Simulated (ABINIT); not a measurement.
Fe, 1 atom in the cell. Symmetry: Im-3m, No. 229, cubic system. The conventional cell has a = 2.886 Å, b = 2.886 Å, c = 2.886 Å, α = 90.00°, β = 90.00°, γ = 90.00°. Fe (site symmetry m-3m) is surrounded by 8 Fe at 2.50 Å. 

| Property | Result |
| --- | --- |
| Program | ABINIT 10.8.3 (patched build) |
| Task | single point |
| Functional | PBEsol |
| Potentials or basis | PseudoDojo NC SR PBEsol v0.4.1 standard |
| Cutoff | 1225 eV |
| k mesh | 13 × 13 × 13 |
| Occupations | fermi-dirac, width 0.05 eV |
| Spin | collinear spin, ferromagnetic start |
| Starting moments | [5.0] μB |

Potentials or basis: PseudoDojo NC SR PBEsol v0.4.1 standard.

Command:

```bash
$ abinit run.abi > log 2>&1
```

Hardware: 1 thread of Arm Neoverse V2, with other jobs on the host.

How long does it take, and how much memory?

Run time: 58 s on 1 thread of Arm Neoverse V2, on a shared host, peak memory 0.1 GiB. Counts: scf iterations 11, mpi ranks 1, k points 84, bands 13, plane waves 1188.
